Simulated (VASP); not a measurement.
Write the native input for VASP 6.6.1 that does the following.

- Task: single point
- Functional: r2SCAN
- Potentials or basis: VASP PAW PBE potentials, release 64 (Fe, O)
- Cutoff: 520 eV
- k mesh: 8 × 8 × 8
- Occupations: gaussian, width 0.05 eV
- Spin: collinear spin, random start
- Starting moments: [3.15, 0.0] μB
- Hubbard terms: Fe d U = 8 eV
- Further INCAR settings: ALGO = Normal; EDIFF = 1e-06

The structure of FeO lies in POSCAR:

```
FeO
1.0
    1.5176821100      0.8762341800      2.5157945800
   -1.5176821100      0.8762341800      2.5157945800
    0.0000000000     -1.7524683500      2.5157945800
Fe O
1 1
Direct
    0.0000000000      0.0000000000      0.0000000000
    0.5000000000      0.5000000000      0.5000000000
```

These files were run (other wordings do the same):

INCAR

```
ALGO = Normal
EDIFF = 1E-6
ENCUT = 520
ISIF = 2
ISMEAR = 0
ISPIN = 2
LASPH = T
LCHARG = F
LDAU = T
LDAUJ = 0 0
LDAUL = 2 -1
LDAUPRINT = 1
LDAUTYPE = 2
LDAUU = 8 0
LMAXMIX = 4
LMIXTAU = T
LORBIT = 11
LREAL = F
LWAVE = F
MAGMOM = 3.15 0
METAGGA = R2SCAN
NELM = 100
PREC = Accurate
SIGMA = 0.05
```

KPOINTS

```
k-points
0
Gamma
  8 8 8
```

Potentials or basis: VASP PAW PBE potentials, release 64 (Fe, O).

Command:

```sh
$ cat potpaw_PBE.64/Fe/POTCAR potpaw_PBE.64/O/POTCAR > POTCAR
$ mpirun -np 1 vasp_std > vasp.out
```

Results of the run:

```yaml
Pressure: 1.4 GPa
Band_gap_on_the_k_mesh: 2.67 eV, indirect (least direct gap 3.80 eV)
Net_moment: 4.00 μB per cell
Site_moments: Fe +3.95; O +0.07 μB
Valence_electrons_inside_the_program's_atomic_spheres: Fe 6.84; O 5.07
```

Caveat: the PAW data sets were made with another functional, which shifts forces and pressure a little; a cell with one magnetic atom can't hold antiferromagnetic order, which such compounds often take.

It took 58 s on 1 thread of Intel(R) Xeon(R) 6975P-C (Granite Rapids) (shared host), peak memory 0.18 GiB.
